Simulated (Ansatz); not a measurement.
# NaF (Pm) at 2 levels of theory

One geometry, relaxed with PBE; plane waves with PAW potentials in Ansatz, scalar-relativistic. No spin polarisation. Gaps are the least over mesh and band path; pressure is positive in compression.

```xyz
6
Lattice="5.6213 0.0000 0.0213 0.0000 3.2795 0.0000 -2.7849 0.0000 4.9085" Properties=species:S:1:pos:R:3 pbc="T T T"
Na    0.6090    1.6397    4.3010
Na    3.1818    0.0000    2.6764
Na    0.7082    0.0000    0.8249
F     4.1060    0.0000    0.6444
F    -1.6143    1.6397    4.0824
F     1.5186    1.6397    2.2603
```

```json
{"level": "PBE", "cutoff (eV)": "420", "k mesh": "6×8×6", "gap (eV)": "5.44", "pressure (GPa)": "0.0"}
```

Question: What comes out on the same cell with LDA?

Answer:
```csv
level,cutoff (eV),k mesh,gap (eV),pressure (GPa)
LDA,420,6×8×6,5.14,-4.5
```

The structure comes from a generated guess; another structure or a mixture of phases may lie lower.
